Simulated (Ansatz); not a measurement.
# CdO (Monteponite) (Fm-3m) in Ansatz: notebook

Aim: see how the results for CdO (Monteponite) move with the level of theory and the settings. Levels: SVWN5, PBE. Tasks: band structure, single point, equation of state.

All numbers are computed with Ansatz 0.2.0; they aren't measurements. Logs are shortened: lines on timing, memory, paths and dates and some standing lists are left out, and cuts for length are marked.

## Step 1: The crystal as given

The structure is cubic, space group Fm-3m (No. 225). Conventional cell: a = 4.699 Å, b = 4.699 Å, c = 4.699 Å, α = 90.00°, β = 90.00°, γ = 90.00°. Around Cd (site symmetry m-3m) lie 6 O at 2.35 Å. Around O (site symmetry m-3m) lie 6 Cd at 2.35 Å.

## Step 2: Band structure, SVWN5

File input.yaml:

```yaml
crystal:
  lattice:
    - [0.0, 2.3495, 2.3495]
    - [2.3495, 0.0, 2.3495]
    - [2.3495, 2.3495, 0.0]
  atoms:
    - { symbol: Cd, position: [0.0, 0.0, 0.0] }
    - { symbol: O, position: [0.5, 0.5, 0.5] }
hamiltonian:
  xc: { exchange: slater, correlation: vwn5 }
  pseudopotentials: { kind: paw }
kpoints:
  mp_grid: { grid: [10, 10, 10] }
  band_path:
    path:
      - [[0.0, 0.0, 0.0], [0.5, 0.0, 0.5], [0.5, 0.25, 0.75], [0.375, 0.375, 0.75], [0.0, 0.0, 0.0], [0.5, 0.5, 0.5], [0.625, 0.25, 0.625], [0.5, 0.25, 0.75], [0.5, 0.5, 0.5], [0.375, 0.375, 0.75]]
      - [[0.625, 0.25, 0.625], [0.5, 0.0, 0.5]]
    npoints: 14
scf:
  occupations: { method: fermi_dirac, width: 0.05 }
  n_extra_bands: 6
output:
  forces: true
  stress: true
  eigenvalues: true
  fatbands: true
```

Potentials or basis: Ansatz PAW.

On the command line:

```
ansatz run input.yaml --threads 2 --pin off --max-ram 5120MiB --backend cpu --events-out ev --progress --plain --runs-dir out
```

The log of the run:

```text
Warning: RAYON_NUM_THREADS=2 ignored (pool sized by the plan → 2); use --threads N
scf.n_extra_bands = 6 over 13 filled bands (N_el = 26.0): the run solves 19 bands
Engine: ansatz 0.2.0, x86_64-unknown-linux-gnu
Pseudopotentials: kind: paw
Pseudopotential: Cd, paw, valence charge 20, recommended cutoff 420 eV (normal), Cd.paw.azcp
Pseudopotential: O, paw, valence charge 6, recommended cutoff 420 eV (normal), O.paw.azcp
Functional definition: unnamed
  exchange = slater_x
  correlation = vwn5_c
Crystal: 2 atoms, lattice volume = 25.939 Å³
Basis set: ecut = 420 eV, 531 PW (Γ)
Bands: 19, of which v1, the nominal top of the filled ones, is band 13 counted from 1 (12 counted from 0)
Symmetry: 48 space group operations
Space group: Fm-3m (ITA 225), of the structure as read, at distance tolerance 3.0e-5 Å
k-points: 47 of 1000
Non-local potential: Cd, projectors of the file, l = 0: 3, l = 1: 2, l = 2: 2, l = 3: 1
Non-local potential: O, projectors of the file, l = 0: 2, l = 1: 2, l = 2: 1
PAW form: soft (Blöchl's): semilocal exchange-correlation on the pseudo side does not see the compensation charge
PAW frozen core: Cd, regenerated for the run's functional, and the local potential with it (the file was generated under x = pbe(κ = 0.804, μ = 0.2195149727645171), c = pbe(β = 0.06672455060314922))
PAW frozen core: O, regenerated for the run's functional, and the local potential with it (the file was generated under x = pbe(κ = 0.804, μ = 0.2195149727645171), c = pbe(β = 0.06672455060314922))
PAW one-centre angular grid: Cd, 590 points (default); XC on 64 Gauss nodes
PAW one-centre angular grid: O, 110 points (default); XC on 64 Gauss nodes
Initial density: superposition of atomic densities (neutral atoms: chi_scale 0, normalization atom), corrected by the library's trained network
Initial wavefunctions: pseudopotential atomic-orbital guess
Functional: x = slater, c = vwn5
SCF iter   1: F=—  HF=-8673.353176 eV  |F-HF|=—  |Δ(HF+E_count)|=         —  Δρ=1.92e-2  dr2=8.30e-2  ethr=1.77e-3  ⟨swp⟩=5.3  Hψ=3977  notcnv=0  defer=4
preconditioner: auto → none  [insulator: Δε(μ)=0.394 eV  Ē_g=18.233 eV  σ=0.050 eV  W_gap=0.95  n_scr=14 (ndim 8)  ℏωp=30.9 eV  f_vac=0.000  D(μ)=0.04/eV (n_scr^D=0)  ε∞_Penn≈3.9]
SCF iter   2: F=—  HF=-8673.333049 eV  |F-HF|=—  |Δ(HF+E_count)|=   2.01e-2  Δρ=6.50e-3  dr2=1.14e-2  ethr=3.19e-4  ⟨swp⟩=2.0  Hψ=1478  notcnv=0  defer=70
SCF iter   3: F=—  HF=-8673.330364 eV  |F-HF|=—  |Δ(HF+E_count)|=   2.68e-3  Δρ=1.49e-3  dr2=3.95e-4  ethr=4.40e-5  ⟨swp⟩=2.0  Hψ=1038  notcnv=0  defer=70
SCF iter   4: F=—  HF=-8673.330224 eV  |F-HF|=—  |Δ(HF+E_count)|=   1.40e-4  Δρ=3.65e-4  dr2=1.23e-5  ethr=1.52e-6  ⟨swp⟩=2.8  Hψ=1525  notcnv=0  defer=70
SCF iter   5: F=—  HF=-8673.330238 eV  |F-HF|=—  |Δ(HF+E_count)|=   1.36e-5  Δρ=2.08e-5  dr2=5.14e-8  ethr=4.74e-8  ⟨swp⟩=2.0  Hψ=936  notcnv=0  defer=70
SCF iter   6: F=-8673.330238 eV  HF=-8673.330238 eV  |F-HF|=6.73e-11  |Δ(HF+E_count)|=   8.03e-9  Δρ=2.79e-6  dr2=7.09e-10  ethr=1.98e-10  ⟨swp⟩=5.6  Hψ=3467  notcnv=0
SCF 1 converged in 6 iterations: F = -8673.330238 eV  dr2 = 7.09e-10
NSCF: frozen V_eff on 142 k-points
SCF converged after 6 iterations
Free energy (F): -8673.330238 eV
Harris-Foulkes:  -8673.330238 eV  (|F-HF|=6.73e-11)
Internal energy: -8673.329699 eV  (E = F + TS)
E sigma→0 (E₀):  -8673.329969 eV
Entropy (-TS):   -0.000538 eV (-0.269 meV/atom)
Fermi energy:    12.447084 eV
--- Per-component energies (eV) ---
  E_band       = -360.275183
  E_kinetic    = 678.223984
  E_local      = -3039.028761  (includes V_loc(G=0)·N_el)
  E_nonlocal   = 93.033266
  E_hartree    = 1401.193300
  E_xc         = -247.507562
  E_vxc        = -313.965963  (∫ρ·V_xc dr)
  E_paw        = -4096.510873  (= ΣΔE_a)
  E_vpaw       = -580.928162  (= ΣTr[D̂ρ^β])
  E_aug_tail   = 0.002424  (compensation charges beyond the density's cutoff)
  E_ewald      = -3463.600073
  E_core_change = 0.864596  (= ΣΔE_core)
  E_smearing   = -0.000538  (= −TS)
  E_closure    = 0.000000  (closes the sum)
  Σ components = -8673.330238   (vs F -8673.330238, Δ=0.00e0)
--- Forces (eV/Å), atoms counted from 1 ---
  atom   1  Cd    -0.00000000     0.00000000     0.00000000
  atom   2  O      0.00000000     0.00000000    -0.00000000
  max |Σ_I F_I| component: 2.25e-29 eV/Å
--- Stress (GPa, compression-positive) ---
       -6.236756      -0.000000      -0.000000
       -0.000000      -6.236756      -0.000000
        0.000000       0.000000      -6.236756
  P = ⅓ Tr σ = -6.2368 GPa (-62.368 kbar)
--- Band table (eV; the first three rows and the last of 47) ---
  k-point 0: bands = ["-87.8625", "-49.0265", "-49.0265", "-49.0265", "-4.8422", "5.6275", "5.6275", "5.6275", "5.9281", "5.9281", "10.8803", "10.8803", "10.8803", "11.7683", "26.6428", "29.1817", "29.1817", "29.1817", "30.1531"]
  k-point 1: bands = ["-87.8624", "-49.0281", "-49.0268", "-49.0268", "-4.7690", "5.5843", "5.6433", "5.6433", "5.8585", "5.8585", "9.9878", "11.0260", "11.0260", "12.8041", "25.6015", "28.2525", "28.2525", "28.3007", "30.5212"]
  k-point 2: bands = ["-87.8621", "-49.0324", "-49.0274", "-49.0274", "-4.5705", "5.4194", "5.5143", "5.5143", "5.8708", "5.8708", "9.0729", "11.3906", "11.3906", "14.1714", "23.3731", "26.6800", "26.6800", "28.3671", "31.1560"]
  k-point 46: bands = ["-87.8611", "-49.0394", "-49.0365", "-49.0334", "-4.0554", "5.3537", "5.4798", "5.6513", "6.3402", "6.5602", "8.9276", "9.4946", "10.3243", "17.7944", "20.8321", "21.3627", "23.1431", "29.2479", "31.9206"]
```

It took 1.8 s on 2 threads of Intel Xeon Platinum 8559C (Emerald Rapids), shared host; peak memory 0.41 GiB.

What came out:

```yaml
Free_energy: -8673.3302 eV
Pressure: -6.2 GPa
Band_gap_on_the_k_mesh: none (metal or under the smearing width)
```

Levels at the corners of the path, in eV from the Fermi level:
```tsv
point	band 9	band 10	band 11	band 12	band 13	band 14	band 15	band 16	band 17	band 18
Γ	-6.52	-6.52	-1.57	-1.57	-1.57	-0.68	14.20	16.73	16.73	16.73
X	-6.11	-5.78	-4.58	-2.54	-2.54	3.49	8.19	10.97	12.89	12.89
W	-6.11	-5.89	-3.21	-3.21	-2.09	5.63	8.59	8.59	10.38	18.12
K	-6.20	-6.09	-3.61	-3.10	-1.46	5.05	8.29	8.29	12.50	15.31
Γ	-6.52	-6.52	-1.57	-1.57	-1.57	-0.68	14.20	16.73	16.73	16.73
L	-6.25	-6.25	-4.01	-0.16	-0.16	4.12	6.98	11.46	11.46	17.43
U	-6.20	-6.09	-3.61	-3.10	-1.46	5.05	8.29	8.29	12.50	15.31
W	-6.11	-5.89	-3.21	-3.21	-2.09	5.63	8.59	8.59	10.38	18.12
L	-6.25	-6.25	-4.01	-0.16	-0.16	4.12	6.98	11.46	11.46	17.43
K	-6.20	-6.09	-3.61	-3.10	-1.46	5.05	8.29	8.29	12.50	15.31
U	-6.20	-6.09	-3.61	-3.10	-1.46	5.05	8.29	8.29	12.50	15.31
X	-6.11	-5.78	-4.58	-2.54	-2.54	3.49	8.19	10.97	12.89	12.89
```

Caveat: the pressure holds a Pulay correction of +0.7 GPa for the finite cutoff; the PAW data sets come from PBE, with cores solved anew for the run's functional, which leaves a small shift of forces and pressure; this crystal is a semiconductor, whose small gap the functional closes, so the metal is an error of the method.

## Step 3: Single point, PBE, 12.19 Å³/atom (volume scaled by 0.94)

File input.yaml:

```yaml
crystal:
  lattice:
    - [0.0, 2.3015375624, 2.3015375624]
    - [2.3015375624, 0.0, 2.3015375624]
    - [2.3015375624, 2.3015375624, 0.0]
  atoms:
    - { symbol: Cd, position: [0.0, 0.0, 0.0] }
    - { symbol: O, position: [0.5, 0.5, 0.5] }
hamiltonian:
  xc: pbe
  pseudopotentials: { kind: paw, core: small }
kpoints:
  mp_grid: { grid: [10, 10, 10] }
scf:
  occupations: { method: fermi_dirac, width: 0.05 }
output:
  forces: true
  stress: true
  eigenvalues: true
```

Potentials or basis: Ansatz PAW.

On the command line:

```
ansatz run input.yaml --threads 2 --pin off --max-ram 5120MiB --backend cpu --events-out ev --progress --plain --runs-dir out
```

The log of the run:

```text
Warning: of Cd the run reads no dataset of the core that `hamiltonian.pseudopotentials.core` asks for: this build lists none beside the file that it uses, or the input names that file
Warning: RAYON_NUM_THREADS=2 ignored (pool sized by the plan → 2); use --threads N
[... 4 set-up lines as earlier in the session ...]
Functional definition: PBE
  parameter kappa = 0.804
  parameter beta = 0.06672455060314922
  exchange = pbe_x(kappa = kappa, mu = beta*pi^2/3)
  correlation = pbe_c(beta = beta)
Crystal: 2 atoms, lattice volume = 24.383 Å³
Basis set: ecut = 420 eV, 531 PW (Γ), exchange–correlation on 48×48×48 points (8 copies of the dense FFT grid, shifted against one another)
Bands: 17, of which v1, the nominal top of the filled ones, is band 13 counted from 1 (12 counted from 0)
[... 1 set-up line as earlier in the session ...]
Space group: Fm-3m (ITA 225), of the structure as read, at distance tolerance 2.9e-5 Å
k-points: 47 of 1000
[... 7 set-up lines as earlier in the session ...]
[... 11 lines left out ...]
SCF converged after 6 iterations
Free energy (F): -8821.310669 eV
Harris-Foulkes:  -8821.310669 eV  (|F-HF|=3.64e-11)
Internal energy: -8821.310152 eV  (E = F + TS)
E sigma→0 (E₀):  -8821.310410 eV
Entropy (-TS):   -0.000517 eV (-0.259 meV/atom)
Fermi energy:    14.147704 eV
--- Per-component energies (eV) ---
  E_band       = -322.089623
  E_kinetic    = 682.413953
  E_local      = -2922.309185  (includes V_loc(G=0)·N_el)
  E_nonlocal   = 84.163832
  E_hartree    = 1364.719857
  E_xc         = -251.111025
  E_vxc        = -316.689242  (∫ρ·V_xc dr)
  E_paw        = -4243.410903  (= ΣΔE_a)
  E_vpaw       = -579.111008  (= ΣTr[D̂ρ^β])
  E_aug_tail   = 0.002401  (compensation charges beyond the density's cutoff)
  E_ewald      = -3535.779083
  E_smearing   = -0.000517  (= −TS)
  E_closure    = -0.000000  (closes the sum)
  Σ components = -8821.310669   (vs F -8821.310669, Δ=0.00e0)
--- Forces (eV/Å), atoms counted from 1 ---
  atom   1  Cd    -0.00000000    -0.00000000    -0.00000000
  atom   2  O      0.00000000     0.00000000     0.00000000
  max |Σ_I F_I| component: 8.41e-30 eV/Å
--- Stress (GPa, compression-positive) ---
       17.072227      -0.000000      -0.000000
       -0.000000      17.072227      -0.000000
       -0.000000      -0.000000      17.072227
  P = ⅓ Tr σ = 17.0722 GPa (170.722 kbar)
--- Band table (eV; the first three rows and the last of 47) ---
  k-point 0: bands = ["-86.4676", "-47.5628", "-47.5628", "-47.5628", "-3.8589", "7.1505", "7.1505", "7.1505", "7.4985", "7.4985", "12.3682", "12.3682", "12.3682", "13.7056", "28.5187", "31.4601", "31.4601"]
  k-point 1: bands = ["-86.4675", "-47.5650", "-47.5631", "-47.5631", "-3.7797", "7.0980", "7.1670", "7.1670", "7.4138", "7.4138", "11.5427", "12.5414", "12.5414", "14.6888", "27.6203", "30.6920", "30.6920"]
  k-point 2: bands = ["-86.4671", "-47.5706", "-47.5640", "-47.5640", "-3.5645", "6.8979", "7.0106", "7.0106", "7.4246", "7.4246", "10.6178", "12.9669", "12.9669", "16.1090", "25.5086", "29.1016", "29.1016"]
  k-point 46: bands = ["-86.4656", "-47.5798", "-47.5760", "-47.5718", "-3.0187", "6.8174", "6.9495", "7.1382", "7.9536", "8.2236", "10.3853", "10.9602", "11.9506", "20.0986", "22.9299", "23.4578", "25.5097"]
```

Run time: 0.61 s. Hardware: 2 threads of Intel Xeon Platinum 8559C (Emerald Rapids), shared host; peak memory 0.43 GiB.

What came out:

| Item | Value |
| --- | --- |
| Free energy | -8821.3107 eV |
| Pressure | 17.1 GPa |
| Band gap on the k mesh | none (metal or under the smearing width) |

Caveat: the pressure holds a Pulay correction of +0.6 GPa for the finite cutoff.

## Step 4: Single point, PBE, 12.45 Å³/atom (volume scaled by 0.96)

Changes to input.yaml since step 3:

```diff
@@ -2,5 +2,5 @@
   lattice:
-    - [0.0, 2.3015375624, 2.3015375624]
-    - [2.3015375624, 0.0, 2.3015375624]
-    - [2.3015375624, 2.3015375624, 0.0]
+    - [0.0, 2.3177461075, 2.3177461075]
+    - [2.3177461075, 0.0, 2.3177461075]
+    - [2.3177461075, 2.3177461075, 0.0]
   atoms:
```

On the command line:

```
ansatz run input.yaml --threads 2 --pin off --max-ram 5120MiB --backend cpu --events-out ev --progress --plain --runs-dir out
```

Run time: 0.58 s. Hardware: 2 threads of Intel Xeon Platinum 8559C (Emerald Rapids), shared host; peak memory 0.42 GiB.

It converged, with:

- Free energy: -8821.3592 eV
- Pressure: 13.0 GPa
- Band gap on the k mesh: none (metal or under the smearing width)

Caveat: the pressure holds a Pulay correction of +0.5 GPa for the finite cutoff.

## Step 5: Single point, PBE, 12.71 Å³/atom (volume scaled by 0.98)

Changes to input.yaml since step 4:

```diff
@@ -2,5 +2,5 @@
   lattice:
-    - [0.0, 2.3177461075, 2.3177461075]
-    - [2.3177461075, 0.0, 2.3177461075]
-    - [2.3177461075, 2.3177461075, 0.0]
+    - [0.0, 2.3337310685, 2.3337310685]
+    - [2.3337310685, 0.0, 2.3337310685]
+    - [2.3337310685, 2.3337310685, 0.0]
   atoms:
```

On the command line:

```
ansatz run input.yaml --threads 2 --pin off --max-ram 5120MiB --backend cpu --events-out ev --progress --plain --runs-dir out
```

It took 0.55 s on 2 threads of Intel Xeon Platinum 8559C (Emerald Rapids), shared host; peak memory 0.42 GiB.

Results (log left out):

- Free energy: -8821.3953 eV
- Pressure: 9.3 GPa
- Band gap on the k mesh: none (metal or under the smearing width)

Caveat: the pressure holds a Pulay correction of +0.5 GPa for the finite cutoff.

## Step 6: Single point, PBE, 12.97 Å³/atom

Changes to input.yaml since step 5:

```diff
@@ -2,5 +2,5 @@
   lattice:
-    - [0.0, 2.3337310685, 2.3337310685]
-    - [2.3337310685, 0.0, 2.3337310685]
-    - [2.3337310685, 2.3337310685, 0.0]
+    - [0.0, 2.3495, 2.3495]
+    - [2.3495, 0.0, 2.3495]
+    - [2.3495, 2.3495, 0.0]
   atoms:
```

Potentials or basis: Ansatz PAW.

On the command line:

```
ansatz run input.yaml --threads 2 --pin off --max-ram 5120MiB --backend cpu --events-out ev --progress --plain --runs-dir out
```

Wall time 0.6 s (2 threads of Intel Xeon Platinum 8559C (Emerald Rapids), shared host); peak memory 0.42 GiB.

Results (log left out):

```yaml
Free_energy: -8821.4202 eV
Pressure: 6.1 GPa
Band_gap_on_the_k_mesh: none (metal or under the smearing width)
```

Caveat: the pressure holds a Pulay correction of +0.5 GPa for the finite cutoff.

## Step 7: Single point, PBE, 13.23 Å³/atom (volume scaled by 1.02)

Changes to input.yaml since step 6:

```diff
@@ -2,5 +2,5 @@
   lattice:
-    - [0.0, 2.3495, 2.3495]
-    - [2.3495, 0.0, 2.3495]
-    - [2.3495, 2.3495, 0.0]
+    - [0.0, 2.3650600561, 2.3650600561]
+    - [2.3650600561, 0.0, 2.3650600561]
+    - [2.3650600561, 2.3650600561, 0.0]
   atoms:
```

On the command line:

```
ansatz run input.yaml --threads 2 --pin off --max-ram 5120MiB --backend cpu --events-out ev --progress --plain --runs-dir out
```

Wall time 0.77 s (2 threads of Intel Xeon Platinum 8559C (Emerald Rapids), shared host); peak memory 0.42 GiB.

The run converged. Its results:

| Quantity | Value |
| --- | --- |
| Free energy | -8821.4350 eV |
| Pressure | 3.2 GPa |
| Band gap on the k mesh | none (metal or under the smearing width) |

Caveat: the pressure holds a Pulay correction of +0.5 GPa for the finite cutoff.

## Step 8: Single point, PBE, 13.49 Å³/atom (volume scaled by 1.04)

Changes to input.yaml since step 7:

```diff
@@ -2,5 +2,5 @@
   lattice:
-    - [0.0, 2.3650600561, 2.3650600561]
-    - [2.3650600561, 0.0, 2.3650600561]
-    - [2.3650600561, 2.3650600561, 0.0]
+    - [0.0, 2.3804180193, 2.3804180193]
+    - [2.3804180193, 0.0, 2.3804180193]
+    - [2.3804180193, 2.3804180193, 0.0]
   atoms:
```

On the command line:

```
ansatz run input.yaml --threads 2 --pin off --max-ram 5120MiB --backend cpu --events-out ev --progress --plain --runs-dir out
```

Run time: 0.71 s. Hardware: 2 threads of Intel Xeon Platinum 8559C (Emerald Rapids), shared host; peak memory 0.42 GiB.

The run converged. Its results:

| Item | Value |
| --- | --- |
| Free energy | -8821.4410 eV |
| Pressure | 0.6 GPa |
| Band gap on the k mesh | none (metal or under the smearing width) |

Caveat: the pressure holds a Pulay correction of +0.5 GPa for the finite cutoff.

## Step 9: Single point, PBE, 13.75 Å³/atom (volume scaled by 1.06)

Changes to input.yaml since step 8:

```diff
@@ -2,5 +2,5 @@
   lattice:
-    - [0.0, 2.3804180193, 2.3804180193]
-    - [2.3804180193, 0.0, 2.3804180193]
-    - [2.3804180193, 2.3804180193, 0.0]
+    - [0.0, 2.3955803263, 2.3955803263]
+    - [2.3955803263, 0.0, 2.3955803263]
+    - [2.3955803263, 2.3955803263, 0.0]
   atoms:
@@ -19 +19,5 @@
   eigenvalues: true
+  write_density: true
+  write_potential: true
+  elf: true
+  volumetric_format: npy
```

Potentials or basis: Ansatz PAW.

On the command line:

```
ansatz run input.yaml --threads 2 --pin off --max-ram 5120MiB --backend cpu --events-out ev --progress --plain --runs-dir out
```

Wall time 0.87 s (2 threads of Intel Xeon Platinum 8559C (Emerald Rapids), shared host); peak memory 0.42 GiB.

Results (log left out):

```yaml
Free_energy: -8821.4389 eV
Pressure: -1.8 GPa
Band_gap_on_the_k_mesh: none (metal or under the smearing width)
```

Caveat: the pressure holds a Pulay correction of +0.5 GPa for the finite cutoff.

## Step 10: Equation of state, PBE

Potentials or basis: Ansatz PAW small core.

No new run: the results of the series are fitted here.

Results:

| Property | Result |
| --- | --- |
| Equilibrium volume | 13.55 Å³/atom |
| Bulk modulus | 126 GPa |
| Pressure derivative of the bulk modulus | 4.7 |

Energy against volume, from the lowest point:
```csv
volume (Å³/atom),energy (meV/atom)
12.191,65.17
12.451,40.92
12.710,22.87
12.970,10.42
13.229,3.01
13.488,0.00
13.748,1.06
```
